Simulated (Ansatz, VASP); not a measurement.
# Si3O2 in VASP and in Ansatz

```
CELL_PARAMETERS angstrom
3.36731 0.00000 0.00000
0.00000 3.36731 0.00000
0.00000 0.00000 5.49595
ATOMIC_POSITIONS crystal
Si 0.50000 0.50000 0.33161
Si 0.50000 0.50000 0.90234
Si 0.00000 0.00000 0.72143
O 0.50000 0.00000 0.43363
O 0.00000 0.50000 0.43363
```

Alike in both runs: task single point; functional PBE; k mesh 6 × 6 × 4; occupations gaussian, width 0.1 eV; collinear spin.

|  | VASP | Ansatz |
| --- | --- | --- |
| version | VASP 6.6.1 | Ansatz 0.2.0 |
| potentials or method | VASP PAW PBE potentials, release 64 (Si, O) | scalar-relativistic, plane waves, PAW |
| plane-wave cutoff (eV) | 520 | 420 |
| valence electrons in the cell | 24 | 24 |

```tsv
	VASP	Ansatz	Ansatz less VASP
gap on the k mesh at the Fermi level (eV)	none	none	-
pressure (GPa)	0.2	0.2	-0.04
largest component of the traceless stress (GPa)	0.09	0.09	-0.002
rms of the force components (eV/Å)	0.015	0.006	-0.0088
net moment per atom (μB)	0.00	0.00	0.000
```

Atom by atom the forces differ by 0.012 eV/Å (rms over components). A gap of «none» marks a metal or a gap that the smearing closes. The functional is the same, so the differences come from potentials, cutoffs and numerics. Ansatz warned: «seeded_moment_not_kept».
